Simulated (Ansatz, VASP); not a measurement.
# Fe in VASP and in Ansatz

INCAR

```
PREC = Accurate
ENCUT = 520
EDIFF = 1E-6
ISMEAR = -1
SIGMA = 0.1
LREAL = F
LASPH = T
NELM = 150
ALGO = Normal
ISIF = 2
LWAVE = F
LCHARG = F
ISPIN = 2
MAGMOM = 4
LORBIT = 11
LMAXMIX = 4
GGA = PE
NBANDS = 14
```

KPOINTS

```
Automatic mesh
0
Gamma
  12 12 12
```

File POSCAR:

```
Fe
1.0
    0.0000000000      1.8260000000      1.8260000000
    1.8260000000      0.0000000000      1.8260000000
    1.8260000000      1.8260000000      0.0000000000
Fe
1
Direct
    0.0000000000      0.0000000000      0.0000000000
```

Input for Ansatz:

```yaml
crystal:
  lattice:
    - [0.0, 1.826, 1.826]
    - [1.826, 0.0, 1.826]
    - [1.826, 1.826, 0.0]
  atoms:
    - { symbol: Fe, position: [0.0, 0.0, 0.0], spin: 4.0 }
magnetization:
  spin_polarized: true
hamiltonian:
  xc: pbe
  pseudopotentials: { kind: paw }
basis:
  ecutwfc: 420
kpoints:
  mp_grid: { grid: [12, 12, 12] }
scf:
  occupations: { method: fermi_dirac, width: 0.1 }
  lower_state_search: "off"
output:
  forces: true
  stress: true
```

Alike in both runs: task single point; functional PBE; k mesh 12 × 12 × 12; occupations fermi-dirac, width 0.1 eV; collinear spin.

```csv
,VASP,Ansatz
version,VASP 6.6.1,Ansatz 0.2.0
potentials or method,"VASP PAW PBE potentials, release 64 (Fe)","PAW, plane waves, scalar-relativistic"
plane-wave cutoff (eV),520,420
valence electrons in the cell,8,16
```

```tsv
	VASP	Ansatz	Ansatz less VASP
pressure (GPa)	-2.5	-2.4	+0.05
net moment per atom (μB)	2.57	2.57	-0.006
size of the moment on the site where the two differ most (μB)	2.57	2.61	+0.040
```

Site moments also hang on the region over which each program counts them. The two sets of potentials don't hold the same shells in valence.
